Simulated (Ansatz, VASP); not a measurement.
# Two plane-wave programs on ZrB2

run.py

```python
from ase.calculators.vasp import Vasp
from ase.dft.bandgap import bandgap
from ase.io import read

atoms = read('POSCAR')
calc = Vasp(
    directory='calc',
    xc='pbesol',
    pp='PBE',
    setups='recommended',
    prec='Accurate',
    encut=520,
    ediff=1e-06,
    ismear=0,
    sigma=0.02,
    lreal=False,
    lasph=True,
    nelm=60,
    algo='Fast',
    isif=2,
    lwave=False,
    lcharg=False,
    kpts=[10, 10, 8],
    gamma=True,
)
atoms.calc = calc

print('energy (eV):', atoms.get_potential_energy())
print('free energy (eV):', atoms.get_potential_energy(force_consistent=True))
print('forces (eV/A):')
print(atoms.get_forces())
print('stress (eV/A^3, Voigt):', atoms.get_stress())
print('Fermi level (eV):', calc.get_fermi_level())
gap, top, bottom = bandgap(calc)
print('band gap (eV):', gap, 'from (spin, k, band)', top, 'to', bottom)
```

File POSCAR:

```
ZrB2
1.0
    3.1700000000      0.0000000000      0.0000000000
   -1.5850000000      2.7453005300      0.0000000000
    0.0000000000      0.0000000000      3.5330000000
Zr B
1 2
Direct
    0.0000000000      0.0000000000      0.0000000000
    0.6666666667      0.3333333333      0.5000000000
    0.3333333333      0.6666666667      0.5000000000
```

The input input.yaml:

```yaml
crystal:
  lattice:
    - [3.17, 0.0, 0.0]
    - [-1.585, 2.74530053, 0.0]
    - [0.0, 0.0, 3.533]
  atoms:
    - { symbol: Zr, position: [0.0, 0.0, 0.0] }
    - { symbol: B, position: [0.6666666667, 0.3333333333, 0.5] }
    - { symbol: B, position: [0.3333333333, 0.6666666667, 0.5] }
hamiltonian:
  xc: pbesol
  pseudopotentials: { kind: paw }
kpoints:
  mp_grid: { grid: [10, 10, 8] }
scf:
  occupations: { method: gaussian, width: 0.02 }
output:
  forces: true
  stress: true
  eigenvalues: true
```

Alike in both runs: task single point; functional PBEsol; k mesh 10 × 10 × 8; occupations gaussian, width 0.02 eV; no spin polarisation.

|  | VASP | Ansatz |
| --- | --- | --- |
| version | VASP 6.6.1 | Ansatz 0.2.0 |
| potentials or method | VASP PAW PBE potentials, release 64 (Zr_sv, B) | Ansatz PAW |
| plane-wave cutoff (eV) | 520 | 420 |
| valence electrons in the cell | 18 | 18 |

|  | VASP | Ansatz | Ansatz less VASP |
| --- | --- | --- | --- |
| gap on the k mesh at the Fermi level (eV) | none | none | - |
| pressure (GPa) | -3.8 | -4.1 | -0.32 |

A gap of «none» marks a metal or a gap that the smearing closes.

Caveats: the PAW data sets were made with another functional, which shifts forces and pressure a little (VASP); the PAW data sets come from PBE, with cores solved anew for the run's functional, which leaves a small shift of forces and pressure (Ansatz).
